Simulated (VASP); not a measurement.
Input of a VASP 6.6.1 run:

The input POSCAR:

```
ZnSe                                    
1.0
    0.0000000000      2.8698678274      2.8698678274
    2.8698678274     -0.0000000000      2.8698678274
    2.8698678274      2.8698678274     -0.0000000000
  Zn              Se            
     1     1
Direct
     0.0000000000000000    0.0000000000000000    0.0000000000000000
     0.2500000000000000    0.2500000000000000    0.2500000000000000
```

File INCAR.step1:

```
  ALGO = Normal
  EDIFF = 1E-5
  ENCUT = 520
  GGA = PE
  ISIF = 2
  ISMEAR = 0
  KPAR = 4
  LASPH = T
  LCHARG = F
  LREAL = F
  LWAVE = T
  NBANDS = 16
  NELM = 60
  PREC = Accurate
  SIGMA = 0.02
```

The input INCAR.step2:

```
  AEXX = 0.25
  ALGO = Normal
  EDIFF = 1E-7
  ENCUT = 520
  GGA = PE
  HFRCUT = -1
  ISIF = 2
  ISMEAR = 0
  ISTART = 1
  KPAR = 4
  LASPH = T
  LCHARG = F
  LHFCALC = T
  LREAL = F
  LWAVE = F
  NBANDS = 16
  NELM = 60
  PREC = Accurate
  PRECFOCK = Fast
  SIGMA = 0.02
```

KPOINTS

```
k-points
0
Gamma
  6 6 6
```

KPOINTS_OPT

```
path GXWKGLUWLK,UX
10
line-mode
reciprocal
 0.0000000000  0.0000000000  0.0000000000  G
 0.5000000000  0.0000000000  0.5000000000  X

 0.5000000000  0.0000000000  0.5000000000  X
 0.5000000000  0.2500000000  0.7500000000  W

 0.5000000000  0.2500000000  0.7500000000  W
 0.3750000000  0.3750000000  0.7500000000  K

 0.3750000000  0.3750000000  0.7500000000  K
 0.0000000000  0.0000000000  0.0000000000  G

 0.0000000000  0.0000000000  0.0000000000  G
 0.5000000000  0.5000000000  0.5000000000  L

 0.5000000000  0.5000000000  0.5000000000  L
 0.6250000000  0.2500000000  0.6250000000  U

 0.6250000000  0.2500000000  0.6250000000  U
 0.5000000000  0.2500000000  0.7500000000  W

 0.5000000000  0.2500000000  0.7500000000  W
 0.5000000000  0.5000000000  0.5000000000  L

 0.5000000000  0.5000000000  0.5000000000  L
 0.3750000000  0.3750000000  0.7500000000  K

 0.6250000000  0.2500000000  0.6250000000  U
 0.5000000000  0.0000000000  0.5000000000  X
```

Potentials or basis: VASP PAW PBE potentials, release 64 (Zn, Se).

Launch:

```bash
$ cat potpaw_PBE.64/Zn/POTCAR potpaw_PBE.64/Se/POTCAR > POTCAR
$ cp INCAR.step1 INCAR
$ mpirun -np 4 vasp_std > vasp.out
$ cp INCAR.step2 INCAR
$ mpirun -np 4 vasp_std > vasp.out
```

**Question.** Estimate the band gap on the k mesh.

**Answer.** 2.86 eV, direct.

**Question.** Predict the band gap along the path.

**Answer.** 2.86 eV, direct.

**Question.** What does it give for the pressure?

**Answer.** -1.4 GPa.

Levels at the corners of the path, in eV from the valence-band top:
```
point  band 5  band 6  band 7  band 8  band 9  band 10  band 11  band 12  band 13  band 14
    Γ   -7.84   -7.84    0.00    0.00    0.00     2.86     7.65     7.65     7.65    11.81
    X   -7.81   -7.63   -5.02   -2.21   -2.21     4.60     5.18    12.58    13.26    13.26
    X   -7.81   -7.63   -5.02   -2.21   -2.21     4.60     5.18    12.58    13.26    13.26
    W   -7.85   -7.54   -4.80   -2.89   -2.66     7.12     7.41     8.82     9.46    13.69
    W   -7.85   -7.54   -4.80   -2.89   -2.66     7.12     7.41     8.82     9.46    13.69
    K   -7.83   -7.57   -4.87   -3.17   -1.81     5.27     7.37    10.84    11.21    11.45
    K   -7.83   -7.57   -4.87   -3.17   -1.81     5.27     7.37    10.84    11.21    11.45
    Γ   -7.84   -7.84    0.00    0.00    0.00     2.86     7.65     7.65     7.65    11.81
    Γ   -7.84   -7.84    0.00    0.00    0.00     2.86     7.65     7.65     7.65    11.81
    L   -7.83   -7.68   -5.37   -0.88   -0.88     4.23     8.20     8.20    10.32    12.82
    L   -7.83   -7.68   -5.37   -0.88   -0.88     4.23     8.20     8.20    10.32    12.82
    U   -7.83   -7.57   -4.87   -3.17   -1.81     5.27     7.37    10.84    11.21    11.45
    U   -7.83   -7.57   -4.87   -3.17   -1.81     5.27     7.37    10.84    11.21    11.45
    W   -7.85   -7.54   -4.80   -2.89   -2.66     7.12     7.41     8.82     9.46    13.69
    W   -7.85   -7.54   -4.80   -2.89   -2.66     7.12     7.41     8.82     9.46    13.69
    L   -7.83   -7.68   -5.37   -0.88   -0.88     4.23     8.20     8.20    10.32    12.82
    L   -7.83   -7.68   -5.37   -0.88   -0.88     4.23     8.20     8.20    10.32    12.82
    K   -7.83   -7.57   -4.87   -3.17   -1.81     5.27     7.37    10.84    11.21    11.45
    U   -7.83   -7.57   -4.87   -3.17   -1.81     5.27     7.37    10.84    11.21    11.45
    X   -7.81   -7.63   -5.02   -2.21   -2.21     4.60     5.18    12.58    13.26    13.26
```

Caveat: the PAW data sets were made with another functional, which shifts forces and pressure a little.

**What was measured.**

“Alloy Disordering Effects on the Thermal Conductivity and Energy Gap Temperature Dependence of Cd1−xZnxSe Ternary Crystals Grown by the Bridgman Method”, 2023, pmc:10253836 reports, for a bulk crystal of ZnSe at 300 K: band gap 2.695 ± 0.003 eV (an exciton energy, a little under the gap).

Measured gap of ZnSe: 2.695 eV (an exciton energy, a little under the gap; 300 K; “Alloy Disordering Effects on the Thermal Conductivity and Energy Gap Temperature Dependence of Cd1−xZnxSe Ternary Crystals Grown by the Bridgman Method”, 2023, pmc:10253836). This calculation gives 2.86 eV (+0.16 eV). Spin-orbit coupling on Se is left out. The value is that of PBE0, without temperature or zero-point motion.
